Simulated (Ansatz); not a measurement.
## Ti under changes of volume

One of the cells (17.636 Å³/atom); the others are scaled copies at fixed shape and fractional positions:

```
Ti
1.0
     2.95000    0.00000    0.00000
    -1.47500    2.55477    0.00000
     0.00000    0.00000    4.68000
Ti
2
Direct
  0.66667 0.33333 0.75000
  0.33333 0.66667 0.25000
```

| Item | Value |
| --- | --- |
| Program | Ansatz 0.2.0 |
| Functional | LDA |
| Potentials or basis | all-electron LAPW, scalar-relativistic |
| Cutoff | 220 eV (chosen from the basis error) |
| Basis error allowed | 0.001 eV/atom |
| k mesh | 10 × 10 × 6 |
| Occupations | fermi-dirac, width 0.05 eV |
| Spin | no spin polarisation |

```csv
volume (Å³/atom),energy over the lowest point (meV/atom),pressure (GPa)
16.577,0.00,-3.5
16.930,10.47,-5.8
17.283,25.67,-7.9
17.636,45.26,-9.8
17.988,68.79,-11.5
18.341,95.89,-13.0
18.694,?,?
```

Question: What does the run at 18.694 Å³/atom give?

Answer: Energy over the lowest point 126.22 meV/atom; pressure -14.4 GPa.

Worked out: A Birch-Murnaghan fit of order 3 (a polynomial in V^(-2/3)) to the other rows has its minimum at 16.08 Å³/atom, just outside them, with B0 = V·E''(V) = 125 GPa and B' = 3.4 at fixed shape and positions, which overstates the stiffness. It gives 126.30 meV/atom at 18.694 Å³/atom, against the run's 126.22, and -dE/dV = -14.5 GPa, against -14.4.

Energies are extrapolated to zero smearing.
